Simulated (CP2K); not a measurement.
Crystal: TiC.

```
Ti C
1.0
     3.04209    0.00000    0.00000
    -1.52104    2.63452    0.00000
     0.00000    0.00000    2.69797
Ti C
1 1
Direct
  0.00000 0.00000 0.50000
  0.33333 0.66667 0.00000
```

The cell was built by a generator and needn't be a form met in nature.

Base run:

- Program: CP2K 2026.2
- Functional: PBE
- Potentials or basis: GTH_POTENTIALS Ti GTH-PBE-q12, C GTH-PBE-q4; TZVP-MOLOPT-SR-GTH, TZVP-MOLOPT-GTH basis
- Density cutoff: 6123 eV
- k mesh: 10 × 10 × 10
- Occupations: fermi-dirac, width 0.05 eV
- Spin: no spin polarisation

Its results: band gap on the k mesh none (metal or under the smearing width); pressure 0.4 GPa.

Problem. The run is repeated on the same cell with these changes: potentials or basis from GTH_POTENTIALS Ti GTH-PBE-q12, C GTH-PBE-q4; TZVP-MOLOPT-SR-GTH, TZVP-MOLOPT-GTH basis to GTH_POTENTIALS Ti GTH-PBE-q12, C GTH-PBE-q4; DZVP-MOLOPT-SR-GTH basis; basis sets from Ti TZVP-MOLOPT-SR-GTH-q12, C TZVP-MOLOPT-GTH-q4 to Ti DZVP-MOLOPT-SR-GTH-q12, C DZVP-MOLOPT-SR-GTH-q4. What comes out?

Solution. Band gap on the k mesh none (metal or under the smearing width); pressure -0.7 GPa.

Caveats: the basis of atomic orbitals isn't converged, which shifts pressures, moduli and gaps.
